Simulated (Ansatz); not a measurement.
# Al2Cu (Khatyrkite) (Fmmm) in Ansatz: further runs

The runs below take Al2Cu (Khatyrkite) through single point, with PBEsol.

Program: Ansatz 0.2.0. These are calculated values, not measurements. Logs are shortened: lines on timing, memory, paths and dates and some standing lists are left out, and cuts for length are marked.

## 1. Starting point

It takes space group Fmmm (No. 69, orthorhombic). The conventional cell has a = 4.877 Å, b = 8.408 Å, c = 8.752 Å, α = 90.00°, β = 90.00°, γ = 90.00°. Cu (site symmetry 222) is surrounded by 2 Cu at 2.44 Å and 8 Al at 2.56 to 2.62 Å. Al (site symmetry mm2) has 4 Cu at 2.56 Å and 3 Al at 2.77 to 2.92 Å as nearest neighbours. Al (site symmetry m2m) has 4 Cu at 2.62 Å and 3 Al at 2.66 to 2.89 Å as nearest neighbours.

## 2. Single point, PBEsol, 14.95 Å³/atom

File input.yaml:

```yaml
crystal:
  lattice:
    - [-3.09417, 3.09417, 2.4385]
    - [3.09417, -3.09417, 2.4385]
    - [2.97283, 2.97283, -2.4385]
  atoms:
    - { symbol: Cu, position: [0.25, 0.25, 0.0] }
    - { symbol: Cu, position: [0.75, 0.75, 0.0] }
    - { symbol: Al, position: [0.3419, 0.1581, 0.5] }
    - { symbol: Al, position: [0.8419, 0.3419, 0.1838] }
    - { symbol: Al, position: [0.6581, 0.8419, 0.5] }
    - { symbol: Al, position: [0.1581, 0.6581, 0.8162] }
hamiltonian:
  xc: pbesol
  pseudopotentials: { kind: paw }
kpoints:
  mp_grid: { grid: [6, 6, 6] }
scf:
  occupations: { method: fermi_dirac, width: 0.05 }
output:
  forces: true
  stress: true
  eigenvalues: true
  write_density: true
  write_potential: true
  elf: true
  volumetric_format: npy
```

Potentials or basis: Ansatz PAW.

Command:

```bash
ansatz run input.yaml --threads 2 --pin off --max-ram 5632MiB --backend cpu --events-out ev --progress --plain --runs-dir out
```

Log:

```text
Warning: RAYON_NUM_THREADS=2 ignored (pool sized by the plan → 2); use --threads N
Engine: ansatz 0.2.0, aarch64-unknown-linux-gnu
Pseudopotentials: kind: paw
Pseudopotential: Cu, paw, valence charge 19, recommended cutoff 420 eV (normal), Cu.paw.azcp
Pseudopotential: Al, paw, valence charge 3, recommended cutoff 420 eV (normal), Al.paw.azcp
Functional definition: PBEsol
  exchange = pbesol_x
  correlation = pbesol_c
Crystal: 6 atoms, lattice volume = 89.722 Å³
Basis set: ecut = 420 eV, 1761 PW (Γ), exchange–correlation on 72×72×72 points (8 copies of the dense FFT grid, shifted against one another)
Bands: 31, of which v1, the nominal top of the filled ones, is band 25 counted from 1 (24 counted from 0)
Symmetry: 8 space group operations
Space group: Fmmm (ITA 69), of the structure as read, at distance tolerance 4.5e-5 Å
k-points: 46 of 216
Non-local potential: Cu, projectors of the file, l = 0: 3, l = 1: 2, l = 2: 3, l = 3: 1
Non-local potential: Al, projectors of the file, l = 0: 2, l = 1: 2, l = 2: 1
PAW form: soft (Blöchl's): semilocal exchange-correlation on the pseudo side does not see the compensation charge
PAW frozen core: Cu, regenerated for the run's functional, and the local potential with it (the file was generated under x = pbe(κ = 0.804, μ = 0.2195149727645171), c = pbe(β = 0.06672455060314922))
PAW frozen core: Al, regenerated for the run's functional, and the local potential with it (the file was generated under x = pbe(κ = 0.804, μ = 0.2195149727645171), c = pbe(β = 0.06672455060314922))
PAW one-centre angular grid: Cu, 590 points (default); XC on 64 Gauss nodes
PAW one-centre angular grid: Al, 110 points (default); XC on 64 Gauss nodes
Initial density: superposition of atomic densities (neutral atoms: chi_scale 0, normalization atom), corrected by the library's trained network
Initial wavefunctions: pseudopotential atomic-orbital guess
Functional: x = pbesol(κ = 0.804, μ = 0.12345679012345678), c = pbesol(β = 0.046)
SCF iter   1: F=—  HF=-15276.779072 eV  |F-HF|=—  |Δ(HF+E_count)|=         —  Δρ=4.59e-3  dr2=1.09e-2  ethr=1.77e-3  ⟨swp⟩=8.1  Hψ=7207  notcnv=0  defer=4
preconditioner: auto → Kerker (q_TF=auto, 2.475 Å⁻¹)  [metal: Δε(μ)=0.021 eV  Ē_g=7.086 eV  σ=0.050 eV  W_gap=0.11  n_scr=16 (ndim 8)  ℏωp=22.9 eV  f_vac=0.000  D(μ)=2.18/eV (n_scr^D=16)]
SCF iter   2: F=—  HF=-15276.775376 eV  |F-HF|=—  |Δ(HF+E_count)|=   3.70e-3  Δρ=1.43e-3  dr2=4.66e-3  ethr=2.17e-5  ⟨swp⟩=2.1  Hψ=2772  notcnv=0  defer=30
SCF iter   3: F=—  HF=-15276.774740 eV  |F-HF|=—  |Δ(HF+E_count)|=   6.37e-4  Δρ=9.13e-4  dr2=1.70e-3  ethr=9.33e-6  ⟨swp⟩=1.1  Hψ=1395  notcnv=0  defer=30
SCF iter   4: F=—  HF=-15276.774310 eV  |F-HF|=—  |Δ(HF+E_count)|=   4.29e-4  Δρ=1.72e-4  dr2=6.37e-5  ethr=3.40e-6  ⟨swp⟩=2.0  Hψ=2087  notcnv=0  defer=30
SCF iter   5: F=—  HF=-15276.774293 eV  |F-HF|=—  |Δ(HF+E_count)|=   1.79e-5  Δρ=3.13e-5  dr2=1.55e-6  ethr=1.27e-7  ⟨swp⟩=2.0  Hψ=1917  notcnv=0  defer=30
SCF iter   6: F=-15276.774292 eV  HF=-15276.774292 eV  |F-HF|=3.68e-8  |Δ(HF+E_count)|=   3.80e-7  Δρ=6.48e-6  dr2=2.75e-8  ethr=2.00e-10  ⟨swp⟩=8.8  Hψ=9746  notcnv=0
SCF 1 converged in 6 iterations: F = -15276.774292 eV  dr2 = 2.75e-8
SCF converged after 6 iterations
Free energy (F): -15276.774292 eV
Harris-Foulkes:  -15276.774292 eV  (|F-HF|=3.68e-8)
Internal energy: -15276.756949 eV  (E = F + TS)
E sigma→0 (E₀):  -15276.765621 eV
Entropy (-TS):   -0.017343 eV (-2.890 meV/atom)
Fermi energy:    10.149074 eV
--- Per-component energies (eV) ---
  E_band       = -934.418500
  E_kinetic    = 691.366691
  E_local      = -12452.996953  (includes V_loc(G=0)·N_el)
  E_nonlocal   = 813.960380
  E_hartree    = 5630.540961
  E_xc         = -337.397592
  E_vxc        = -349.796722  (∫ρ·V_xc dr)
  E_paw        = -5062.932767  (= ΣΔE_a)
  E_vpaw       = -898.021277  (= ΣTr[D̂ρ^β])
  E_aug_tail   = 0.000507  (compensation charges beyond the density's cutoff)
  E_ewald      = -4559.787137
  E_core_change = 0.488960  (= ΣΔE_core)
  E_smearing   = -0.017343  (= −TS)
  E_closure    = 0.000000  (closes the sum)
  Σ components = -15276.774292   (vs F -15276.774292, Δ=0.00e0)
--- Forces (eV/Å), atoms counted from 1 ---
  atom   1  Cu    -0.00000000     0.00000000    -0.00000000
  atom   2  Cu     0.00000000    -0.00000000     0.00000000
  atom   3  Al    -0.01968306     0.01968306     0.00000000
  atom   4  Al    -0.17261029    -0.17261029     0.00000000
  atom   5  Al     0.01968306    -0.01968306     0.00000000
  atom   6  Al     0.17261029     0.17261029    -0.00000000
  max |Σ_I F_I| component: 2.78e-17 eV/Å
--- Stress (GPa, compression-positive) ---
       -4.129619       3.437047       0.000000
        3.437047      -4.129619      -0.000000
        0.000000      -0.000000      -1.962994
  P = ⅓ Tr σ = -3.4074 GPa (-34.074 kbar)
--- Band table (eV; the first three rows and the last of 46) ---
  k-point 0: bands = ["-103.1499", "-103.1410", "-60.6868", "-60.6781", "-60.6751", "-60.6663", "-60.6577", "-60.5614", "-0.5163", "4.9132", "5.1055", "5.1620", "5.1775", "6.0590", "6.1895", "6.4961", "6.8004", "7.0182", "7.0488", "7.0708", "7.5690", "8.1894", "8.8456", "9.0409", "9.0458", "9.4250", "9.8992", "10.2793", "11.5675", "11.7586", "11.8422"]
  k-point 1: bands = ["-103.1499", "-103.1410", "-60.6869", "-60.6781", "-60.6751", "-60.6663", "-60.6577", "-60.5614", "-0.2804", "4.5780", "5.0921", "5.1220", "5.1803", "5.9204", "6.2287", "6.3454", "6.3621", "6.6376", "7.0463", "7.0710", "7.3530", "8.3677", "8.3683", "8.6457", "9.2615", "9.4246", "11.1969", "11.3431", "12.2415", "12.3529", "12.5355"]
  k-point 2: bands = ["-103.1499", "-103.1410", "-60.6869", "-60.6781", "-60.6751", "-60.6663", "-60.6577", "-60.5614", "0.4195", "3.0871", "5.0123", "5.2040", "5.3646", "5.7471", "5.9816", "6.0380", "6.3344", "6.5807", "7.0413", "7.0711", "7.6477", "7.6577", "8.0689", "8.7389", "9.1648", "9.5012", "11.6231", "11.6983", "13.2053", "13.7867", "13.8475"]
  k-point 45: bands = ["-103.1499", "-103.1410", "-60.6869", "-60.6780", "-60.6751", "-60.6663", "-60.6577", "-60.5614", "3.2546", "3.2878", "3.4448", "3.4658", "4.9255", "5.4563", "5.4586", "5.6564", "5.8549", "6.1474", "6.1526", "6.4721", "6.9156", "7.0394", "7.0652", "8.4444", "12.6645", "12.8696", "13.4224", "13.5176", "14.2776", "14.6360", "15.1835"]
```

Wall time 5.9 s (2 threads of Arm Neoverse V1, shared host); peak memory 0.41 GiB.

What came out:

```yaml
Free_energy: -15276.7743 eV
Pressure: -3.4 GPa
Largest_force: 0.244 eV/Å
Band_gap_on_the_k_mesh: none (metal or under the smearing width)
```

Caveat: the PAW data sets come from PBE, with cores solved anew for the run's functional, which leaves a small shift of forces and pressure.

## 3. Single point, PBEsol, 14.96 Å³/atom

Changes to input.yaml since step 2:

```diff
@@ -2,5 +2,5 @@
   lattice:
-    - [-3.09417, 3.09417, 2.4385]
-    - [3.09417, -3.09417, 2.4385]
-    - [2.97283, 2.97283, -2.4385]
+    - [-3.063835, 3.063835, 2.4385]
+    - [3.063835, -3.063835, 2.4385]
+    - [3.003165, 3.003165, -2.4385]
   atoms:
@@ -23,5 +23 @@
   eigenvalues: true
-  write_density: true
-  write_potential: true
-  elf: true
-  volumetric_format: npy
```

Potentials or basis: Ansatz PAW.

Command:

```bash
ansatz run input.yaml --threads 2 --pin off --max-ram 5632MiB --backend cpu --events-out ev --progress --plain --runs-dir out
```

Run time: 4.5 s. Hardware: 2 threads of Arm Neoverse V1, shared host; peak memory 0.41 GiB.

The run converged. Its results:

```yaml
Free_energy: -15276.8026 eV
Pressure: -3.5 GPa
Largest_force: 0.159 eV/Å
Band_gap_on_the_k_mesh: none (metal or under the smearing width)
```

Caveat: the PAW data sets come from PBE, with cores solved anew for the run's functional, which leaves a small shift of forces and pressure.
